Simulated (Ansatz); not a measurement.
The system is SnSe.

```
Sn Se
1.0
     0.00000    3.01000    3.01000
     3.01000    0.00000    3.01000
     3.01000    3.01000    0.00000
Sn Se
1 1
Direct
  0.00000 0.00000 0.00000
  0.50000 0.50000 0.50000
```

Measurements of this composition are mostly on another form, of space group No. 62.

A run of Ansatz 0.2.0 on this cell left the log below. Logs are shortened: lines on timing, memory, paths and dates and some standing lists are left out, and cuts for length are marked.

```text
Warning: RAYON_NUM_THREADS=1 ignored (pool sized by the plan → 1); use --threads N
Engine: ansatz 0.2.0, x86_64-unknown-linux-gnu
Pseudopotentials: kind: paw
Pseudopotential: Sn, paw, valence charge 14, recommended cutoff 420 eV (normal), Sn.paw.azcp
Pseudopotential: Se, paw, valence charge 16, recommended cutoff 420 eV (normal), Se.paw.azcp
Functional definition: PBE
  parameter kappa = 0.804
  parameter beta = 0.06672455060314922
  exchange = pbe_x(kappa = kappa, mu = beta*pi^2/3)
  correlation = pbe_c(beta = beta)
Crystal: 2 atoms, lattice volume = 54.542 Å³
Basis set: ecut = 420 eV, 1067 PW (Γ), exchange–correlation on 60×60×60 points (8 copies of the dense FFT grid, shifted against one another)
Bands: 19, of which v1, the nominal top of the filled ones, is band 15 counted from 1 (14 counted from 0)
Symmetry: 48 space group operations
Space group: Fm-3m (ITA 225), of the structure as read, at distance tolerance 3.8e-5 Å
k-points: 29 of 512
Non-local potential: Sn, projectors of the file, l = 0: 2, l = 1: 2, l = 2: 2, l = 3: 2
Non-local potential: Se, projectors of the file, l = 0: 2, l = 1: 2, l = 2: 3, l = 3: 1
PAW form: soft (Blöchl's): semilocal exchange-correlation on the pseudo side does not see the compensation charge
PAW one-centre angular grid: Sn, 590 points (default); XC on 64 Gauss nodes
PAW one-centre angular grid: Se, 590 points (default); XC on 64 Gauss nodes
Initial density: superposition of atomic densities (neutral atoms: chi_scale 0, normalization atom), corrected by the library's trained network
Initial wavefunctions: pseudopotential atomic-orbital guess
Functional: x = pbe(κ = 0.804, μ = 0.2195149727645171), c = pbe(β = 0.06672455060314922)
SCF iter   1: F=—  HF=-11494.162277 eV  |F-HF|=—  |Δ(HF+E_count)|=         —  Δρ=4.32e-4  dr2=4.46e-5  ethr=1.77e-3  ⟨swp⟩=5.9  Hψ=2651  notcnv=0
preconditioner: auto → none  [insulator: Δε(μ)=0.582 eV  Ē_g=17.403 eV  σ=0.050 eV  W_gap=0.99  n_scr=14 (ndim 8)  ℏωp=22.5 eV  f_vac=0.016  D(μ)=0.00/eV (n_scr^D=0)  ε∞_Penn≈2.7]
SCF iter   2: F=—  HF=-11494.161413 eV  |F-HF|=—  |Δ(HF+E_count)|=   8.64e-4  Δρ=3.38e-4  dr2=3.89e-5  ethr=1.49e-7  ⟨swp⟩=3.0  Hψ=1313  notcnv=0
SCF iter   3: F=—  HF=-11494.161417 eV  |F-HF|=—  |Δ(HF+E_count)|=   3.32e-6  Δρ=1.95e-4  dr2=1.05e-5  ethr=1.30e-7  ⟨swp⟩=2.8  Hψ=1107  notcnv=0
SCF iter   4: F=—  HF=-11494.161437 eV  |F-HF|=—  |Δ(HF+E_count)|=   2.03e-5  Δρ=6.03e-5  dr2=1.19e-6  ethr=3.51e-8  ⟨swp⟩=2.0  Hψ=987  notcnv=0
SCF iter   5: F=—  HF=-11494.161440 eV  |F-HF|=—  |Δ(HF+E_count)|=   2.46e-6  Δρ=2.99e-5  dr2=4.50e-7  ethr=3.96e-9  ⟨swp⟩=2.2  Hψ=757  notcnv=0
SCF iter   6: F=-11494.161439 eV  HF=-11494.161439 eV  |F-HF|=3.15e-8  |Δ(HF+E_count)|=   3.59e-7  Δρ=6.35e-6  dr2=1.95e-8  ethr=3.33e-10  ⟨swp⟩=6.2  Hψ=3502  notcnv=0
SCF 1 converged in 6 iterations: F = -11494.161439 eV  dr2 = 1.95e-8
  greatest PAW one-centre occupation: 1.000 electrons in one spin orbital (limit 2), on the Se atom at site 1 (counted from 0), in its partial waves of l = 2
SCF converged after 6 iterations
Free energy (F): -11494.161439 eV
Harris-Foulkes:  -11494.161439 eV  (|F-HF|=3.15e-8)
Internal energy: -11494.161389 eV  (E = F + TS)
E sigma→0 (E₀):  -11494.161414 eV
Entropy (-TS):   -0.000050 eV (-0.025 meV/atom)
Fermi energy:    9.353102 eV
--- Per-component energies (eV) ---
  E_band       = -476.407534
  E_kinetic    = 303.174069
  E_local      = -3323.932458  (includes V_loc(G=0)·N_el)
  E_nonlocal   = -628.540575
  E_hartree    = 1749.091480
  E_xc         = -487.618791
  E_vxc        = -194.863982  (∫ρ·V_xc dr)
  E_paw        = -6043.948553  (= ΣΔE_a)
  E_vpaw       = -130.418032  (= ΣTr[D̂ρ^β])
  E_aug_tail   = -0.000574  (compensation charges beyond the density's cutoff)
  E_ewald      = -3062.385987
  E_smearing   = -0.000050  (= −TS)
  E_closure    = -0.000000  (closes the sum)
  Σ components = -11494.161439   (vs F -11494.161439, Δ=0.00e0)
--- Forces (eV/Å), atoms counted from 1 ---
  atom   1  Sn    -0.00000000    -0.00000000     0.00000000
  atom   2  Se     0.00000000     0.00000000     0.00000000
  max |Σ_I F_I| component: 2.63e-30 eV/Å
--- Stress (GPa, compression-positive) ---
        0.925854      -0.000000       0.000000
        0.000000       0.925854      -0.000000
        0.000000      -0.000000       0.925854
  P = ⅓ Tr σ = 0.9259 GPa (9.259 kbar)
--- Band table (eV; the first three rows and the last of 29) ---
  k-point 0: bands = ["-38.5946", "-38.5946", "-38.5930", "-38.5930", "-38.5930", "-12.5314", "-12.5314", "-12.5314", "-12.5289", "-12.5289", "-4.7901", "4.0112", "6.8888", "6.8888", "6.8888", "13.3975", "13.3975", "13.3975", "14.9510"]
  k-point 1: bands = ["-38.5946", "-38.5946", "-38.5930", "-38.5930", "-38.5930", "-12.5311", "-12.5311", "-12.5311", "-12.5286", "-12.5286", "-4.6811", "3.4314", "6.9083", "6.9083", "7.3474", "12.5267", "12.6688", "12.6688", "14.9349"]
  k-point 2: bands = ["-38.5946", "-38.5946", "-38.5930", "-38.5930", "-38.5930", "-12.5335", "-12.5335", "-12.5302", "-12.5245", "-12.5245", "-4.3877", "2.3511", "6.9745", "6.9745", "8.0956", "11.2316", "11.5215", "11.5215", "15.2365"]
  k-point 28: bands = ["-38.5946", "-38.5946", "-38.5929", "-38.5929", "-38.5928", "-12.5483", "-12.5280", "-12.5261", "-12.5261", "-12.5140", "-3.5556", "2.1728", "4.3776", "4.3776", "8.2699", "10.5740", "13.8467", "13.8467", "16.3049"]
```

Question: Write the input and the command behind it.

Answer: Single point with PBE, no spin polarisation. The files as run (others can give the same):

input.yaml
```yaml
crystal:
  lattice:
    - [0.0, 3.01, 3.01]
    - [3.01, 0.0, 3.01]
    - [3.01, 3.01, 0.0]
  atoms:
    - { symbol: Sn, position: [0.0, 0.0, 0.0] }
    - { symbol: Se, position: [0.5, 0.5, 0.5] }
hamiltonian:
  xc: pbe
  pseudopotentials: { kind: paw }
kpoints:
  mp_grid: { grid: [8, 8, 8] }
scf:
  occupations: { method: fermi_dirac, width: 0.05 }
output:
  forces: true
  stress: true
  eigenvalues: true
  write_density: true
  write_potential: true
  elf: true
  volumetric_format: npy
```

Potentials or basis: Ansatz PAW.
The run is started by
```console
$ ansatz run input.yaml --threads 1 --pin off --max-ram 2560MiB --backend cpu --events-out ev --progress --plain --runs-dir out
```

Caveat: spin-orbit coupling is left out, which moves the levels of the heavy elements.
